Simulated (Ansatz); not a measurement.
# Moving the screening of exact exchange in PtS2

It takes space group P-3m1 (No. 164, trigonal). Conventional cell: a = 3.543 Å, b = 3.543 Å, c = 5.039 Å, α = 90.00°, β = 90.00°, γ = 120.00°. Pt (site symmetry -3m) has 6 S at 2.34 Å as nearest neighbours. S (site symmetry 3m) has 3 Pt at 2.34 Å as nearest neighbours.

Kept alike: task single point; functional HSE06 form with a typed share of exact exchange; k mesh 5 × 5 × 3; occupations fermi-dirac, width 0.05 eV; no spin polarisation. Program: Ansatz, Ansatz PAW, cutoff 420 eV. Exact-exchange share held at 0.25. The mesh is that of the run's cell of 3 atoms. No spin-orbit coupling.

| screening of exact exchange, ω (Å⁻¹) | pressure (GPa) |
| --- | --- |
| 0.1 | 6.69 |
| 0.15 | 6.79 |
| 0.2 | 6.95 |
| 0.3 | 7.35 |
| 0.4 | 7.82 |
| 0.6 | 8.76 |

The k mesh is coarse, so the values aren't converged. Pressure is positive in compression, with a Pulay correction for the finite cutoff. All rows use potentials made for PBE. The mesh is thin for exact exchange.

Q: What does the screening of exact exchange change here?

A: The pressure rises from 6.69 to 8.76 GPa between 0.1 and 0.6 Å⁻¹.
